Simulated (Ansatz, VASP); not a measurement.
One calculation of AlNi3, two programs

```
CELL_PARAMETERS angstrom
0.00000 2.80189 2.80189
2.80189 0.00000 2.80189
2.80189 2.80189 0.00000
ATOMIC_POSITIONS crystal
Al 0.50000 0.50000 0.50000
Ni 0.25000 0.25000 0.25000
Ni 0.00000 0.00000 0.00000
Ni 0.75000 0.75000 0.75000
```

Alike in both runs: functional r2SCAN; k mesh 6 × 6 × 6; occupations gaussian, width 0.1 eV; no spin polarisation.

Ansatz relaxed the structure, and its values are those at the end. VASP's run is a single point on that final structure, the one shown.

|  | VASP | Ansatz |
| --- | --- | --- |
| version | VASP 6.6.1 | Ansatz 0.2.0 |
| potentials or method | VASP PAW PBE potentials, release 64 (Al, Ni) | scalar-relativistic, plane waves, PAW |
| plane-wave cutoff (eV) | 520 | 500 |
| valence electrons in the cell | 33 | 57 |

|  | VASP | Ansatz | Ansatz less VASP |
| --- | --- | --- | --- |
| gap on the k mesh at the Fermi level (eV) | none | none | - |
| pressure (GPa) | 0.1 | 0.0 | -0.12 |

A gap of «none» marks a metal or a gap that the smearing closes. The two sets of potentials don't hold the same shells in valence.

Caveats: the PAW data sets were made with another functional, which shifts forces and pressure a little (VASP). Spin polarisation is off, so any magnetic state and its effect on volume and gap are missing.
